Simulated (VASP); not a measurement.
# N (P6_3/mmc) in VASP: notebook

One crystal, N, is run at these levels: RPBE, RPBE+D4, B3LYP; tasks: single point, electron localisation function.

Program: VASP 6.6.1. These are calculated values, not measurements. Logs are shortened: lines on timing, memory, paths and dates and some standing lists are left out, and cuts for length are marked.

**1. Starting point**

The structure is hexagonal, space group P6_3/mmc (No. 194). Conventional cell: a = 2.519 Å, b = 2.519 Å, c = 2.446 Å, α = 90.00°, β = 90.00°, γ = 120.00°. Around N (site symmetry -6m2) lie 6 N at 1.90 Å.

The real solid is made of molecules; this cell is a model form.

**2. Single point, RPBE**

Contents of INCAR:

```
ALGO = Normal
EDIFF = 1E-7
ENCUT = 500
GGA = RP
ISIF = 2
ISMEAR = 0
LASPH = T
LCHARG = F
LREAL = F
LWAVE = F
NBANDS = 12
NELM = 80
PREC = Accurate
SIGMA = 0.02
```

Contents of KPOINTS:

```
k-points
0
Gamma
  12 12 11
```

Contents of POSCAR:

```
N
1.0
    2.5194737886      0.0000000000      0.0000000000
   -1.2597368943      2.1819283051      0.0000000000
    0.0000000000      0.0000000000      2.4460020000
N
2
Cartesian
   -0.0000000001      1.4546188701      1.8345015000
    1.2597368944      0.7273094350      0.6115005000
```

Potentials or basis: VASP PAW PBE potentials, release 64 (N).

Launch:

```bash
$ cat potpaw_PBE.64/N/POTCAR > POTCAR
$ mpirun -np 1 vasp_std > vasp.out
```

OUTCAR:

```text
EDIFF = 1E-7
   ENCUT = 500
   GGA = RP
   ISIF = 2
   ISMEAR = 0
   LASPH = T
   LREAL = F
   NELM = 80
   PREC = Accurate

 ion  position               nearest neighbor table
   1  0.333  0.667  0.750-
   2  0.667  0.333  0.250-

  LATTYP: Found a hexagonal cell.
 ALAT       =     2.5194737886
 C/A-ratio  =     0.9708384390

  Lattice vectors:

 A1 = (   2.5194737886,   0.0000000000,   0.0000000000)
 A2 = (  -1.2597368943,   2.1819283051,   0.0000000000)
 A3 = (   0.0000000000,   0.0000000000,   2.4460020000)

Analysis of symmetry for initial positions (statically):
=====================================================================
 Subroutine PRICEL returns:
 Original cell was already a primitive cell.

 Routine SETGRP: Setting up the symmetry group for a
 hexagonal supercell.

 Subroutine GETGRP returns: Found 24 space group operations
 (whereof 12 operations were pure point group operations)
 out of a pool of 24 trial point group operations.

The static configuration has the point symmetry D_3d.
 The point group associated with its full space group is D_6h.

Analysis of symmetry for dynamics (positions and initial velocities):
=====================================================================
 Subroutine PRICEL returns:
 Original cell was already a primitive cell.

 Routine SETGRP: Setting up the symmetry group for a
 hexagonal supercell.

 Subroutine GETGRP returns: Found 24 space group operations
 (whereof 12 operations were pure point group operations)
 out of a pool of 24 trial point group operations.

The dynamic configuration has the point symmetry D_3d.
 The point group associated with its full space group is D_6h.

 Subroutine INISYM returns: Found 24 space group operations
 (whereof 12 operations are pure point group operations),
 and found     1 'primitive' translations

----------------------------------------------------------------------------------------

                                     Primitive cell

  volume of cell :      13.4464

  direct lattice vectors                    reciprocal lattice vectors
     2.519473789  0.000000000  0.000000000     0.396908277  0.229155100  0.000000000
    -1.259736894  2.181928305  0.000000000     0.000000000  0.458310201  0.000000000
     0.000000000  0.000000000  2.446002000     0.000000000  0.000000000  0.408830410

  length of vectors
     2.519473789  2.519473789  2.446002000     0.458310201  0.458310201  0.408830410

  position of ions in fractional coordinates (direct lattice)
     0.333333333  0.666666667  0.750000000
     0.666666667  0.333333333  0.250000000

  ion indices of the primitive-cell ions
   primitive index   ion index
                 1           1
                 2           2

----------------------------------------------------------------------------------------

 KPOINTS: k-points

Automatic generation of k-mesh.
 Grid dimensions read from file:
 generate k-points for:   12   12   11

 Generating k-lattice:

  Cartesian coordinates                     Fractional coordinates (reciprocal lattice)
     0.033075690  0.019096258  0.000000000     0.083333333  0.000000000  0.000000000
     0.000000000  0.038192517  0.000000000     0.000000000  0.083333333  0.000000000
     0.000000000  0.000000000  0.037166401     0.000000000  0.000000000  0.090909091

  Length of vectors
     0.038192517  0.038192517  0.037166401

  Shift w.r.t. Gamma in fractional coordinates (k-lattice)
     0.000000000  0.000000000  0.000000000

 Subroutine IBZKPT returns following result:
 ===========================================

 Found    114 irreducible k-points:

 Following reciprocal coordinates:
            Coordinates               Weight
  0.000000  0.000000  0.000000      1.000000
  0.083333  0.000000  0.000000      6.000000
  0.166667 -0.000000  0.000000      6.000000
  0.250000 -0.000000  0.000000      6.000000
  0.333333 -0.000000  0.000000      6.000000
  0.416667 -0.000000  0.000000      6.000000
[... 16 lines left out ...]
  0.250000 -0.000000  0.090909     12.000000
  0.333333 -0.000000  0.090909     12.000000
 [... further k-points ...]
   k-points           NKPTS =    114   k-points in BZ     NKDIM =    114   number of bands    NBANDS=     12
   number of dos      NEDOS =    301   number of ions     NIONS =      2
   total plane-waves  NPLWV =   5832
   dimension x,y,z NGX =    18 NGY =   18 NGZ =   18
   dimension x,y,z NGXF=    36 NGYF=   36 NGZF=   36
   ions per type =               2
   NGX,Y,Z   is equivalent  to a cutoff of  11.88, 11.88, 12.23 a.u.
   NGXF,Y,Z  is equivalent  to a cutoff of  23.75, 23.75, 24.47 a.u.
 SYSTEM =  unknown system
   PREC   = accura    normal or accurate (medium, high low for compatibility)
   ISTART =      0    job   : 0-new  1-cont  2-samecut
   ICHARG =      2    charge: 1-file 2-atom 10-const
   ISPIN  =      1    spin polarized calculation?
   LNONCOLLINEAR =      F non collinear calculations
   LSORBIT =      F    spin-orbit coupling
   LASPH  =      T    aspherical Exc in radial PAW
   ENCUT  =  500.0 eV  36.75 Ry    6.06 a.u.   4.59  4.59  4.46*2*pi/ulx,y,z
   NELM   =     80;   NELMIN=  2; NELMDL= -5     # of ELM steps
   EDIFF  = 0.1E-06   stopping-criterion for ELM
   LREAL  =      F    real-space projection
   EDIFFG = 0.1E-05   stopping-criterion for IOM
   NSW    =      0    number of steps for IOM
   IBRION =     -1    ionic relax: 0-MD 1-quasi-New 2-CG
   NFREE  =      0    steps in history (QN), initial steepest desc. (CG)
   ISIF   =      2    stress and relaxation
   ISYM   =      2    0-nonsym 1-usesym 2-fastsym
   POTIM  = 0.5000    time-step for ionic-motion
   TEBEG  =    0.0;   TEEND  =   0.0 temperature during run
   PSTRESS=    0.0 pullay stress
   NELECT =      10.0000    total number of electrons
   NUPDOWN=      -1.0000    fix difference up-down
   EMIN   =  10.00;   EMAX   =-10.00  energy-range for DOS
   EFERMI =   0.00;   METHOD = LEGACY
   ISMEAR =     0;   SIGMA  =   0.02  broadening in eV -4-tet -1-fermi 0-gaus
   EFERMI_NEDOS =   21; number of points for ismear=-14 and -15
   IALGO  =     38    algorithm
   IMIX   =      4    mixing-type and parameters
     AMIX     =   0.40;   BMIX     =  1.00
     AMIX_MAG =   1.60;   BMIX_MAG =  1.00
  volume/ion in A,a.u.               =       6.72        45.37
  Fermi-wavevector in a.u.,A,eV,Ry     =   1.483221  2.802881 29.932052  2.199944
  Thomas-Fermi vector in A             =   2.596909
   LORBIT       =      0    0 simple, 1 ext, 2 COOP (PROOUT), +10 PAW based schemes
   GGA     = RP    functional components
   LHFCALC =     F    Hartree Fock is set to
   AEXX    =    0.0000 exact exchange contribution
   IVDW    =     0    specifies the selected vdW correction
   LEPSILON=     F    determine dielectric tensor
   LRPA    =     F    only Hartree local field effects (RPA)
 non-spin polarized calculation
 Gauss-broadening in eV      SIGMA  =   0.02
  energy-cutoff  :      500.00
  volume of cell :       13.45
 maximum number of plane-waves:       357
   NGX =  9   NGY =  9   NGZ =  9

 number of electron      10.0000000 magnetization

 number of electron       9.9999997 magnetization

 Free energy of the ion-electron system (eV)
  ---------------------------------------------------
  ext. energy  EPLUGINS =         0.00000000
  ---------------------------------------------------
  free energy    TOTEN  =        -8.51024490 eV

  energy without entropy =       -8.50964635  energy(sigma->0) =       -8.50994563

 E-fermi :   7.1547     XC(G=0): -12.9245

 val. band max:        7.1529000142   @ k =   0.4167  -0.0000   0.4545
 cond. band min:       7.1556324389   @ k =   0.4167   0.1667   0.3636
 fundamental gap:      0.0027324246
 Fermi energy:         7.1546866842

 k-point     1 :       0.0000    0.0000    0.0000
  band No.  band energies     occupation
      1     -14.9764      2.00000
      2       1.2730      2.00000
      3       2.3651      2.00000
      4       4.7883      2.00000
      5       4.7883      2.00000
      6       9.9895      0.00000
      7       9.9895      0.00000
      8      13.3463      0.00000
      9      21.7984      0.00000
     10      25.4224      0.00000
     11      32.6036      0.00000
     12      32.6036      0.00000

 k-point     2 :       0.0833    0.0000    0.0000
  band No.  band energies     occupation
      1     -14.8094      2.00000
      2       0.7501      2.00000
      3       2.5019      2.00000
      4       4.5213      2.00000
      5       4.8225      2.00000
      6       9.9230      0.00000
      7      10.2472      0.00000
      8      13.1267      0.00000
      9      22.2058      0.00000
     10      25.2772      0.00000
     11      32.8753      0.00000
     12      32.8911      0.00000

 k-point     3 :       0.1667   -0.0000    0.0000
  band No.  band energies     occupation
      1     -14.3124      2.00000
      2      -0.6293      2.00000
      3       2.9047      2.00000
      4       3.9042      2.00000
      5       4.8865      2.00000
      6       9.7813      0.00000
      7      10.8281      0.00000
      8      12.5005      0.00000
      9      23.1170      0.00000
     10      24.9816      0.00000
     11      33.7315      0.00000
     12      33.7680      0.00000
[... 286 lines left out ...]
 k-point    23 :       0.2500   -0.0000    0.0909
  band No.  band energies     occupation
      1     -13.3360      2.00000
      2      -2.5230      2.00000
      3       2.2074      2.00000
      4       3.3629      2.00000
      5       6.0768      2.00000
      6       9.2976      0.00000
      7      11.2505      0.00000
      8      11.7249      0.00000
      9      23.2425      0.00000
     10      26.3075      0.00000
     11      34.5136      0.00000
     12      34.9014      0.00000

 k-point    24 :       0.3333   -0.0000    0.0909
  band No.  band energies     occupation
      1     -12.2492      2.00000
      2      -4.4279      2.00000
      3       2.7021      2.00000
      4       2.7987      2.00000
      5       6.1888      2.00000
      6       8.7630      0.00000
      7      11.2226      0.00000
      8      11.6571      0.00000
      9      22.3357      0.00000
     10      28.4117      0.00000
     11      33.7458      0.00000
     12      35.7704      0.00000

 [... further k-points ...]

------------------------ aborting loop because EDIFF is reached ----------------------------------------

  FORCE on cell =-STRESS in cart. coord.  units (eV):
  Direction    XX          YY          ZZ          XY          YZ          ZX
  --------------------------------------------------------------------------------------
  -------------------------------------------------------------------------------------
  Total        1.6268192      1.6268192      0.6289913     -0.0000000     -0.0000000     -0.0000000
  in kB      193.8397070    193.8397070     74.9459391     -0.0000000     -0.0000000     -0.0000000
  external PRESSURE =     154.2084510 kB  Pullay stress =       0.0000000 kB

 VOLUME and BASIS-vectors are now :
 -----------------------------------------------------------------------------
  energy-cutoff  :      500.00
  volume of cell :       13.45
      direct lattice vectors                 reciprocal lattice vectors
     2.519473789  0.000000000  0.000000000     0.396908277  0.229155100  0.000000000
    -1.259736894  2.181928305  0.000000000     0.000000000  0.458310201  0.000000000
     0.000000000  0.000000000  2.446002000     0.000000000  0.000000000  0.408830410

 POSITION                                       TOTAL-FORCE (eV/Angst)
 -----------------------------------------------------------------------------------
     -0.00000      1.45462      1.83450        -0.000000      0.000000      0.000000
      1.25974      0.72731      0.61150         0.000000     -0.000000      0.000000
 -----------------------------------------------------------------------------------
    total drift:                               -0.000000      0.000000      0.000000

  FREE ENERGIE OF THE ION-ELECTRON SYSTEM (eV)
  ---------------------------------------------------
  free  energy   TOTEN  =        -8.5102449024 eV

  energy  without entropy=       -8.5096463541  energy(sigma->0) =       -8.50994563
```

Wall time 4.9 s (1 thread of Intel Xeon 6975P-C (Granite Rapids), shared host); peak memory 0.11 GiB.

Results:

| Item | Value |
| --- | --- |
| Free energy | -8.5102 eV |
| Pressure | 15.4 GPa |
| Band gap on the k mesh | none (metal or under the smearing width) |

Levels at points of the mesh, in eV from the Fermi level:
```csv
k point,band 3,band 4,band 5,band 6,band 7,band 8
"(0.00, 0.00, 0.00)",-4.79,-2.37,-2.37,2.83,2.83,6.19
"(0.50, 0.00, 0.00)",-5.00,-2.30,-1.50,1.74,2.71,5.11
```

Caveat: so large a pressure means that the cell lies far from this level's equilibrium, or that cutoff or potentials fall short; the potentials were made for another functional, which shifts forces and pressure.

(Continued in part 2 of 2.)
